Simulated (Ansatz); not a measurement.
# AgCl: strain and displacement

```yaml
crystal:
  lattice:
    - [3.43397, 0.00000, 0.00000]
    - [0.00000, 3.43397, 0.00000]
    - [0.00000, 0.00000, 3.43397]
  atoms:
    - { symbol: Ag, position: [0.00000, 0.00000, 0.00000] }
    - { symbol: Cl, position: [0.50000, 0.50000, 0.50000] }
```

Atom numbers follow the list: Ag1, Cl2.

Structure from Materials Project entry mp-726265 (possibly hypothetical), not relaxed further.

The calculation used DFT, PBE, all-electron PAW with datasets made for the crystal, scalar-relativistic (Ansatz 0.2.0).

Sampling and basis: a Γ-centred 9×9×9 k mesh, Fermi–Dirac smearing of 0.01 eV, cutoff 260 eV (chosen by the program for this cell), no spin polarisation.

The unchanged cell is at -0.12 GPa.

Semilocal functionals give too small gaps.

x, y and z are the Cartesian axes of the cell as listed; fractional coordinates follow a strain, and an engineering shear is twice the off-diagonal strain component.

Vzz stands for the principal value of largest size of the field-gradient tensor, whatever its axis.

No spin–orbit coupling: at heavy atoms the gradients can be off by tens of per cent for that reason.

**Question.** With this change (equal xy, yz and zx engineering shear strains of -3 %), what becomes of the energy and stress and field gradients and gap?

**Answer.** Energy change -2 meV/atom; stress change (xx, yy, zz, yz, xz, xy) 0.10, 0.10, 0.10, -0.35, -0.35, -0.35 GPa, compression positive; Vzz in 10²¹ V/m²: Ag1 0 → -1.27 (η = 0.00), Cl2 0 → 2.21 (η = 0.00); gap on the k mesh 0.61 → 0.53 eV.

With equal xy, yz and zx engineering shear strains of -1 %: energy change under 1 meV/atom; stress change (xx, yy, zz, yz, xz, xy) 0.01, 0.01, 0.01, -0.12, -0.12, -0.12 GPa, compression positive; Vzz in 10²¹ V/m²: Ag1 0 → -0.41 (η = 0.00), Cl2 0 → 0.71 (η = 0.00); gap on the k mesh 0.61 → 0.58 eV.

**Question.** With this change (equal xy, yz and zx engineering shear strains of +2 %), what becomes of the energy and stress and field gradients and gap?

**Answer.** Energy change under 1 meV/atom; stress change (xx, yy, zz, yz, xz, xy) 0.04, 0.04, 0.04, 0.24, 0.24, 0.24 GPa, compression positive; Vzz in 10²¹ V/m²: Ag1 0 → 0.77 (η = 0.00), Cl2 0 → -1.32 (η = 0.00); gap on the k mesh 0.61 → 0.56 eV.

**Question.** With this change (equal xy, yz and zx engineering shear strains of -2 %), what becomes of the energy and stress and field gradients and gap?

**Answer.** Energy change under 1 meV/atom; stress change (xx, yy, zz, yz, xz, xy) 0.04, 0.04, 0.04, -0.24, -0.24, -0.24 GPa, compression positive; Vzz in 10²¹ V/m²: Ag1 0 → -0.83 (η = 0.00), Cl2 0 → 1.45 (η = 0.00); gap on the k mesh 0.61 → 0.55 eV.

**Question.** With this change (equal xy, yz and zx engineering shear strains of +1 %), what becomes of the energy and stress and field gradients and gap?

**Answer.** Energy change under 1 meV/atom; stress change (xx, yy, zz, yz, xz, xy) 0.01, 0.01, 0.01, 0.12, 0.12, 0.12 GPa, compression positive; Vzz in 10²¹ V/m²: Ag1 0 → 0.39 (η = 0.00), Cl2 0 → -0.68 (η = 0.00); gap on the k mesh 0.61 → 0.58 eV.

**Question.** With this change (equal xy, yz and zx engineering shear strains of +3 %), what becomes of the energy and stress and field gradients and gap?

**Answer.** Energy change -2 meV/atom; stress change (xx, yy, zz, yz, xz, xy) 0.09, 0.09, 0.09, 0.35, 0.35, 0.35 GPa, compression positive; Vzz in 10²¹ V/m²: Ag1 0 → 1.12 (η = 0.00), Cl2 0 → -1.94 (η = 0.00); gap on the k mesh 0.61 → 0.54 eV.
